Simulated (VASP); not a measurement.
Set up this calculation in VASP 6.6.1, as the native input.

- Task: single point
- Functional: PBE
- Potentials or basis: VASP PAW PBE potentials, release 64 (W_sv)
- Cutoff: 520 eV
- k mesh: 11 × 11 × 11
- Occupations: gaussian, width 0.1 eV
- Spin: no spin polarisation
- Further INCAR settings: ALGO = Fast; EDIFF = 1e-07; NBANDS = 13

The structure of W lies in POSCAR:

```
W
1.0
    0.0000000000      2.0300000000      2.0300000000
    2.0300000000      0.0000000000      2.0300000000
    2.0300000000      2.0300000000      0.0000000000
W
1
Cartesian
    0.0000000000      0.0000000000      0.0000000000
```

This isn't the form of W at room conditions, which is bcc.

The input as run:

INCAR

```
SYSTEM = W
ALGO = Fast ; EDIFF = 1E-7
ENCUT = 520 ; GGA = PE
ISIF = 2 ; ISMEAR = 0
LASPH = .True. ; LCHARG = .False.
LREAL = .False. ; LWAVE = .False.
NBANDS = 13 ; NELM = 100
PREC = Accurate ; SIGMA = 0.1
```

KPOINTS

```
k-points
0
Gamma
  11 11 11
  0 0 0
```

Potentials or basis: VASP PAW PBE potentials, release 64 (W_sv).

Run with:

```sh
$ cat potpaw_PBE.64/W_sv/POTCAR > POTCAR
$ mpirun -np 1 vasp_std > vasp.out
```

It gave:

```yaml
Pressure: -4.5 GPa
Band_gap_on_the_k_mesh: none (metal or under the smearing width)
```

Wall time 14 s on 1 thread of AMD EPYC 9R45 (Zen 5), with other jobs on the host, peak memory 0.11 GiB.
